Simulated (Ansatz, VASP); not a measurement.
Two plane-wave programs on ZrC

File INCAR:

```
  PREC = Accurate
  ENCUT = 520
  EDIFF = 1E-7
  ISMEAR = -1
  SIGMA = 0.05
  LREAL = F
  LASPH = T
  NELM = 100
  ALGO = Normal
  ISIF = 2
  LWAVE = F
  LCHARG = F
  GGA = PS
  NBANDS = 15
```

The input KPOINTS:

```
regular mesh
0
Gamma
  10 10 10
```

The input POSCAR:

```
ZrC
1.0
    0.0000000000      2.3650000000      2.3650000000
    2.3650000000      0.0000000000      2.3650000000
    2.3650000000      2.3650000000      0.0000000000
Zr C
1 1
Direct
    0.5000000000      0.5000000000      0.5000000000
    0.0000000000      0.0000000000      0.0000000000
```

Contents of input.yaml:

```yaml
crystal:
  lattice:
    - [0.0, 2.365, 2.365]
    - [2.365, 0.0, 2.365]
    - [2.365, 2.365, 0.0]
  atoms:
    - { symbol: Zr, position: [0.5, 0.5, 0.5] }
    - { symbol: C, position: [0.0, 0.0, 0.0] }
hamiltonian:
  xc: pbesol
  pseudopotentials: { kind: paw }
kpoints:
  mp_grid: { grid: [10, 10, 10] }
scf:
  occupations: { method: fermi_dirac, width: 0.05 }
output:
  forces: true
  stress: true
  eigenvalues: true
```

Alike in both runs: task single point; functional PBEsol; k mesh 10 × 10 × 10; occupations fermi-dirac, width 0.05 eV; no spin polarisation.

|  | VASP | Ansatz |
| --- | --- | --- |
| version | VASP 6.6.1 | Ansatz 0.2.0 |
| potentials or method | VASP PAW PBE potentials, release 64 (Zr_sv, C) | Ansatz PAW |
| plane-wave cutoff (eV) | 520 | 420 |
| valence electrons in the cell | 16 | 16 |

|  | VASP | Ansatz | Ansatz less VASP |
| --- | --- | --- | --- |
| gap on the k mesh at the Fermi level (eV) | none | none | - |
| pressure (GPa) | -8.2 | -8.5 | -0.34 |

A gap of «none» marks a metal or a gap that the smearing closes.

Caveats: the PAW data sets were made with another functional, which shifts forces and pressure a little (VASP); the PAW data sets come from PBE, with cores solved anew for the run's functional, which leaves a small shift of forces and pressure (Ansatz).
